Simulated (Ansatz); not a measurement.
**MgI$_{2}$: computed DOS**

```yaml
crystal:
  lattice:
    - [4.15370, 0.00000, 0.00000]
    - [-2.07685, 3.59721, 0.00000]
    - [0.00000, 0.00000, 6.86200]
  atoms:
    - { symbol: Mg, position: [0.00000, 0.00000, 0.00000] }
    - { symbol: I, position: [0.33333, 0.66667, 0.75763] }
    - { symbol: I, position: [0.66667, 0.33333, 0.24237] }
```

Conventional cell: a = 4.154 Å, b = 4.154 Å, c = 6.862 Å, α = 90.00°, β = 90.00°, γ = 120.00°. Mg (atom 1) has 6 I at 2.92 Å as nearest neighbours. Around I (atom 2) lie 3 Mg at 2.92 Å.

The structure is an experimental refinement, used without relaxation.

Spin–orbit coupling is left out, though it moves levels of the heavy atoms by tenths of an eV or more.

All numbers below come from DFT, PBEsol, all-electron LAPW, scalar-relativistic (Ansatz 0.2.0).

The runs use a Γ-centred 7×7×4 k mesh, Fermi–Dirac smearing of 0.03 eV, basis error target 1 meV/atom, no spin polarisation.

States per eV and cell, averaged over 0.4 eV, from -12.3 to 6.3 eV, with energies (bin centres) from the valence-band top; empty bins are left out. The partial columns, the largest 3 alone, are projections on Löwdin-orthogonalised atomic shells (those that the program's projection atoms carry: the occupied ones and, for some elements, an empty d or f shell; other empty shells have no column), summed over atoms of an element. Weights on diffuse s and p shells depend on that basis and aren't pure angular character.

```csv
E (eV),total,I 5p,I 5s,Mg 3s
-12.2,0.23,0.00,0.18,0.05
-11.8,1.92,0.02,1.65,0.25
-11.4,7.85,0.05,7.67,0.11
-3.8,0.30,0.23,0.00,0.07
-3.4,3.48,2.57,0.11,0.78
-3.0,3.01,2.63,0.09,0.23
-2.6,1.82,1.74,0.01,0.01
-2.2,1.76,1.67,0.01,0.03
-1.8,3.61,3.45,0.01,0.04
-1.4,3.59,3.45,0.01,0.02
-1.0,4.49,4.37,0.01,0.02
-0.6,6.25,6.14,0.01,0.01
-0.2,1.69,1.67,0.00,0.00
3.4,0.08,0.02,0.00,0.04
3.8,1.16,0.26,0.02,0.61
4.2,2.41,0.57,0.06,1.21
4.6,1.37,0.32,0.08,0.67
5.0,0.51,0.01,0.00,0.01
5.4,2.40,0.06,0.01,0.09
5.8,2.34,0.06,0.01,0.07
6.2,4.23,0.12,0.01,0.10
```

Task: Which of the resolved shells contributes most in the top eV of the valence band?

Result: I 5p, with 98 % of all states there; Mg 3s follows with 0 %.
